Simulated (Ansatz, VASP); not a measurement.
GaSb: VASP beside Ansatz

```
Ga Sb
1.0
     0.00000    3.05095    3.05095
     3.05095    0.00000    3.05095
     3.05095    3.05095    0.00000
Ga Sb
1 1
Direct
  0.00000 0.00000 0.00000
  0.75000 0.75000 0.75000
```

Alike in both runs: task single point; functional r2SCAN; k mesh 8 × 8 × 8; no spin polarisation.

```csv
,VASP,Ansatz
version,VASP 6.6.1,Ansatz 0.2.0
potentials or method,"VASP PAW PBE potentials, release 64 (Ga_d, Sb)","PAW with Ansatz's default frozen-core files, scalar-relativistic"
plane-wave cutoff (eV),520,500
occupations,"gaussian, width 0.01 eV",fixed
valence electrons in the cell,18,28
```

```csv
,VASP,Ansatz,Ansatz less VASP
gap on the k mesh at the Fermi level (eV),0.51,0.53,+0.016
pressure (GPa),0.9,0.8,-0.10
```

The two sets of potentials don't hold the same shells in valence.

Caveats: the PAW data sets were made with another functional, which shifts forces and pressure a little (VASP); spin-orbit coupling is left out, which moves the levels of the heavy elements. r2SCAN opens gaps a little over a GGA but as a rule still falls short of measured ones. A k mesh can miss the band edges.
